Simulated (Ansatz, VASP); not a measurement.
Two plane-wave programs on ZnS

```xyz
2
Lattice="0.0000 2.6757 2.6757 2.6757 0.0000 2.6757 2.6757 2.6757 0.0000" Properties=species:S:1:pos:R:3 pbc="T T T"
Zn    0.0000    0.0000    0.0000
S     4.0135    4.0135    4.0135
```

Alike in both runs: functional PBE; k mesh 10 × 10 × 10; no spin polarisation.

Ansatz relaxed the structure, and its values are those at the end. VASP's run is a single point on that final structure, the one shown.

```csv
,VASP,Ansatz
version,VASP 6.6.1,Ansatz 0.2.0
potentials or method,"VASP PAW PBE potentials, release 64 (Zn, S)","scalar-relativistic, plane waves, PAW"
plane-wave cutoff (eV),520,420
occupations,"gaussian, width 0.01 eV",fixed
valence electrons in the cell,18,18
```

VASP gave:

* gap on the k mesh at the Fermi level (eV): 2.24
* least direct gap on the mesh (eV): 2.24
* pressure (GPa): 4.2

Task: What did Ansatz give for the same quantities?

Result: gap on the k mesh at the Fermi level (eV): 2.24; least direct gap on the mesh (eV): 2.24; pressure (GPa): 4.0.

A hybrid or GW would open this gap; PBE tends to underestimate it.
